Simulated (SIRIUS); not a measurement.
Runs of SIRIUS 7.12.0 on CuAu. Symmetry: P4/mmm, No. 123, tetragonal system. Conventional cell: a = 2.811 Å, b = 2.811 Å, c = 3.685 Å, α = 90.00°, β = 90.00°, γ = 90.00°. Au (site symmetry 4/mmm) has 8 Cu at 2.71 Å and 4 Au at 2.81 Å as nearest neighbours. Cu (site symmetry 4/mmm) is surrounded by 8 Au at 2.71 Å and 4 Cu at 2.81 Å. 

| level | gap on the mesh (eV) | pressure (GPa) |
| --- | --- | --- |
| PW91 | none | 4.0 |
| PBEsol | none | -4.6 |
| RGE2 | none | (b) |
| BLYP | none | 13.5 |
| AM05 | none | -5.2 |
| PW86PBE | none | (c) |
| LDA | none | -10.2 |
| PBE | none | (a) |

Alike in all rows: task single point; potentials or basis PseudoDojo 0.4.1 PBE standard (scalar relativistic); no spin polarisation; cell as given; k mesh 5 × 5 × 4; cutoff (eV) 1254; smearing fermi-dirac 0.05 eV; the mesh is coarse, so values aren't converged.

**Question.** Fill in the values left out.

**Answer.** (a) 3.9; (b) -2.0; (c) 11.5.

Caveats: all runs use coarse meshes; the potentials were made for another functional, which shifts forces and pressure (some runs).

A k mesh can miss the band edges, and the runs leave out spin-orbit coupling on Au.

A gap of «none» marks a metal or a gap under the smearing width.
